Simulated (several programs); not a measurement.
# CdSe (rocksalt) from semi-empirical methods to plane-wave DFT

CdSe in the rocksalt structure, relaxed with r2SCAN in Ansatz, was computed with several methods. Space group Fm-3m (No. 225), cubic; conventional cell a = 5.686 Å, 22.98 Å³ an atom. Cd has 6 Se at 2.84 Å; Se has 6 Cd at 2.84 Å. (Calculated; spin-unpolarised; the phase may be known or hypothetical.)

```yaml
crystal:
  lattice:
    - [0.00000, 2.84295, 2.84295]
    - [2.84295, 0.00000, 2.84295]
    - [2.84295, 2.84295, 0.00000]
  atoms:
    - { symbol: Cd, position: [0.00000, 0.00000, 0.00000] }
    - { symbol: Se, position: [0.50000, 0.50000, 0.50000] }
```

Gaps and times are for a single point on this cell; volume and bulk modulus come from each method's own relaxation or energy curve at fixed shape. Times are rough, from shared hosts (Arm Neoverse N1; Arm Neoverse V1), and each method has its own mesh and cell size. A star marks a curve whose lowest point is an end point. PM6 (MOPAC), PM7 (MOPAC), GFN1-xTB (tblite), GFN2-xTB (tblite) treat a cluster of cells at its zone centre, which samples few k points: where these miss a band edge, the gap comes out too large for that reason alone. Gaps from k meshes are read at a limited set of points (mesh, symmetry points, PBE's band edges), so each method's own least gap may be somewhat smaller. Force fields have no electrons; where one was fitted to this phase, its volume and modulus reflect the fit. xTB and the PM methods were fitted mostly to molecules, and can miss a solid's gap by electronvolts. Minimal bases can be far off for gaps. Times of the plane-wave ladder aren't listed, since it ran on unlike processors and cards. d marks a direct gap, i an indirect one (no mark: not told apart), a dash a value that wasn't computed or didn't pass its checks.

| method | kind | gap (eV) | own volume (Å³/atom) | bulk modulus (GPa) | atoms computed | processor time |
| --- | --- | --- | --- | --- | --- | --- |
| PBEsol | semilocal | – | 22.28 | – | 2 | – |
| CdTeZnSeHgS0.sw (LAMMPS) | force field | – | – | – | 2 | 0.15 s |
| CdTeSe.bop.table (LAMMPS) | force field | – | 21.49 | 88 | 2 | 0.17 s |
| light PBE (260 eV and a coarse mesh) | light plane-wave | overlap 0.39 | – | – | 2 | 1.4 s |
| LDA | semilocal | overlap 0.68 | 21.55 | – | 2 | – |
| PBE | semilocal | overlap 0.44 | 23.61 | 59 | 2 | – |
| PM7 (MOPAC) | semi-empirical | 3.55 | 25.06* | 162* | cluster | 4.4 s |
| GFN1-xTB (tblite) | tight binding | 0 | 23.61 | 60 | cluster | 4.8 s |
| r2SCAN | semilocal | 0.03 i | 22.98 | 70 | 2 | – |
| GFN2-xTB (tblite) | tight binding | 0.02 | – | – | cluster | 8.2 s |
| PM6 (MOPAC) | semi-empirical | 2.40 | – | – | cluster | 8.3 s |
| PBE/SZV (CP2K) | small basis | overlap 0.34 | 25.04* | 56* | 2 | 8.6 s |
| PBE/single zeta (GPAW) | small basis | overlap 0.13 | – | – | 2 | 13 s |
| PBE+SOC | semilocal | overlap 0.52 | – | – | 2 | – |
| PBE/DZVP (CP2K) | small basis | overlap 0.48 | 24.06 | 57 | 2 | 28 s |
| HSE06 | hybrid | 0.35 i | 23.00 | – | 2 | – |
| PBE0 | hybrid | 0.97 i | – | – | 2 | – |
| HSE06+SOC | hybrid | 0.26 i | – | – | 2 | – |

Against HSE06 (0.35 eV) and with closed or daggered gaps left aside, the nearest gap at the points sampled is that of HSE06+SOC (-0.09 eV) and the farthest that of PM7 (MOPAC) (+3.20 eV). HSE06 is only a yardstick of convenience, and nearness to it can be luck.

Volumes against r2SCAN's: PBEsol -3.0 %, CdTeSe.bop.table (LAMMPS) -6.5 %, LDA -6.2 %, PBE +2.8 %, GFN1-xTB (tblite) +2.7 %, PBE/DZVP (CP2K) +4.7 %, HSE06 +0.1 %.

Relaxed on its own, the cell leaves this structure with CdTeZnSeHgS0.sw (LAMMPS), so no volume is listed.

With PBE the bands overlap or touch, or nearly. Semilocal functionals can close a real gap, so this doesn't show a metal; small gaps of other methods may in turn close between the points read or with spin-orbit coupling, and the solid may be a semimetal.

Only the rows marked +SOC include spin-orbit coupling.
